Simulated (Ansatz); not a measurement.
# AlN: a line through a two-coordinate scan

Aim: follow the energy of AlN (F-43m, No. 216; 4 atoms in the cell) along one coordinate, amplitude of mode 10 (635 cm⁻¹), with the other held at amplitude of mode 4 (225 cm⁻¹) = −0.102 Å.

Program: Ansatz 0.2.0. Level of theory: DFT PBE, scalar-relativistic, plane waves, PAW. These are calculated values, not measurements.

8 further runs of the same task are left out: 8 set aside as unsound or not needed.

## Step 1: The system as given

Symmetry: F-43m, No. 216, cubic system. Conventional cell: a = 4.403 Å, b = 4.403 Å, c = 4.403 Å, α = 90.00°, β = 90.00°, γ = 90.00°. Al (site symmetry -43m) is surrounded by 4 N at 1.91 Å. N (site symmetry -43m) has 4 Al at 1.91 Å as nearest neighbours.

As a file:

```cif
data_structure
_symmetry_space_group_name_H-M 'F-43m'
_symmetry_Int_Tables_number 216
_cell_length_a 4.4031
_cell_length_b 4.4031
_cell_length_c 4.4031
_cell_angle_alpha 90.000
_cell_angle_beta 90.000
_cell_angle_gamma 90.000
_cell_volume 85.37
loop_
_atom_site_label
_atom_site_type_symbol
_atom_site_symmetry_multiplicity
_atom_site_Wyckoff_symbol
_atom_site_fract_x
_atom_site_fract_y
_atom_site_fract_z
_atom_site_occupancy
Al1 Al 4 a 0.00000 0.00000 0.00000 1
N1 N 4 c 0.25000 0.25000 0.25000 1
```

It goes back to an entry of the Materials Project, which need not be the stable form.

This cell was relaxed beforehand with the same method: volume 10.67 Å³/atom, gap on the mesh 3.31 eV.

## Step 2: Plan of the line

The energy is mapped over two normal modes frozen in (zone-centre modes of the cell shown, which folds in the wave vector (0, 0, 1/2) of the primitive cell).

- amplitude of mode 4 (225 cm⁻¹), largest displacement: 9 values from −0.205 to 0.205 Å
- amplitude of mode 10 (635 cm⁻¹), largest displacement: 9 values from −0.060 to 0.060 Å

Nothing else is relaxed (the cell and all other modes fixed). Energies count from the relaxed high-symmetry cell. Points are written as (first, second).

The modes come from a phonon run on the reference cell, made beforehand.

The patterns, per unit of each coordinate (Å):

| atom | x1 | y1 | z1 | x2 | y2 | z2 |
| --- | --- | --- | --- | --- | --- | --- |
| Al1 | 0.778 | -0.174 | 0.604 | 0.000 | 0.000 | -0.519 |
| Al2 | -0.778 | 0.174 | -0.604 | 0.000 | 0.000 | -0.519 |
| N3 | 0.697 | -0.156 | 0.541 | 0.000 | 0.000 | 1.000 |
| N4 | -0.697 | 0.156 | -0.541 | 0.000 | 0.000 | 1.000 |

## Step 3: Grid point (−0.102 Å, −0.045 Å)

File input.yaml:

```yaml
crystal:
  lattice:
    - [0.0, -2.2015682416, -2.2015682416]
    - [-2.2015682416, 0.0, -2.2015682416]
    - [2.2015682416, 2.2015682416, -4.4031364832]
  atoms:
    - { symbol: Al, position: [-0.0107768449, 0.0335699681, -0.0026527651] }
    - { symbol: Al, position: [0.5054713147, 0.4611245018, 0.4973472349] }
    - { symbol: "N", position: [0.3728304087, 0.4125673888, 0.8801099938] }
    - { symbol: "N", position: [0.8873895789, 0.8476525987, 0.3801099938] }
basis:
  ecutwfc: 520.0
kpoints:
  mp_grid: { grid: [6, 6, 6] }
hamiltonian:
  xc: pbe
scf:
  occupations: { method: gaussian, width: 0.05 }
output:
  forces: true
  stress: true
  eigenvalues: true
```

Launch:

```
$ ansatz run input.yaml --threads 1 --pin off --max-ram 2048MiB --backend cpu --events-out ev --progress --plain --runs-dir out
```

Further runs follow: the other points of the line.

Before running it: what results should come out? Wanted: for each run, amplitude of mode 10; energy; slope; pressure; largest force on an atom.

**Answer**, as computed:

```
amplitude of mode 10 (635 cm⁻¹), largest displacement (Å)  step  energy (meV)  slope (meV per Å)  pressure (GPa)  band gap on the k-mesh (eV)  largest force on an atom (eV/Å)
                                                   −0.060     –           194              −3814            0.75                         3.04                             1.64
                                                   −0.045     3           143              −2900            0.31                         3.10                             1.35
                                                   −0.030     –           107              −1978           −0.02                         3.15                             1.06
                                                   −0.015     4            84              −1050           −0.23                         3.20                             0.77
                                                    0.000     5            75               −119           −0.32                         3.25                             0.52
                                                    0.015     6            80                812           −0.30                         3.26                             0.72
                                                    0.030     7            99               1740           −0.15                         3.20                             0.97
                                                    0.045     8           132               2663            0.11                         3.14                             1.24
                                                    0.060     9           179               3577            0.48                         3.08                             1.51
```

Energies count from the relaxed high-symmetry cell. Rows without a step come from runs not printed here or follow by symmetry. Slopes come from the forces (and the stress, where the cell changes), not from differences of energies.

What this shows: The lowest point of the line is at 0.000 Å, 75 meV from the zero. The highest point computed, at −0.060 Å, lies 118 meV above the lowest. This is one cut through a surface in two coordinates; the map's lowest point lies off it. The cutoff or the k-mesh is coarse on purpose, so the map is rough. With the other coordinates free, the energies away from the reference would be the same or lower. The settings are coarse, so take the values as rough.

The gaps are Kohn-Sham values of a semilocal functional, not quasiparticle or optical gaps. Such gaps usually fall short of the measured ones.
